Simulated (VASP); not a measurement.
Crystal: Sb.

```
Sb
1.0
     3.08334    0.00000    0.00000
     0.00000    3.08334    0.00000
     0.00000    0.00000    3.08334
Sb
1
Direct
  0.00000 0.00000 0.00000
```

This isn't the form of Sb at room conditions, which is rhombohedral.

- Program: VASP 6.6.1
- Task: relaxation of cell and atoms
- Functional: PBEsol
- Potentials or basis: VASP PAW PBE potentials, release 64 (Sb)
- Cutoff: 300 eV
- k mesh: 14 × 14 × 14
- Occupations: gaussian, width 0.1 eV
- Spin: no spin polarisation

At the start: pressure -1.1 GPa; volume 29.31 Å³/atom.

How do energy, volume and symmetry change on relaxing?

Over 3 steps the energy falls by 2.1 meV/atom and the volume is 28.75 Å³/atom (-1.9 %); space group Pm-3m (No. 221, to 0.05 Å).

Step by step:
```tsv
step	energy change (eV)	largest force (eV/Å)	pressure (GPa)	volume (Å³)
1	0.0000	0.0000	-1.14	29.31
2	-0.0014	0.0000	0.70	28.43
3	-0.0021	0.0000	0.00	28.75
```

Final structure:
```cif
data_structure
_symmetry_space_group_name_H-M 'P 1'
_symmetry_Int_Tables_number 1
_cell_length_a 3.0634
_cell_length_b 3.0634
_cell_length_c 3.0634
_cell_angle_alpha 90.000
_cell_angle_beta 90.000
_cell_angle_gamma 90.000
_cell_volume 28.75
loop_
_atom_site_label
_atom_site_type_symbol
_atom_site_fract_x
_atom_site_fract_y
_atom_site_fract_z
_atom_site_occupancy
Sb1 Sb 0.00000 0.00000 0.00000 1
```

Caveat: the PAW data sets were made with another functional, which shifts forces and pressure a little.
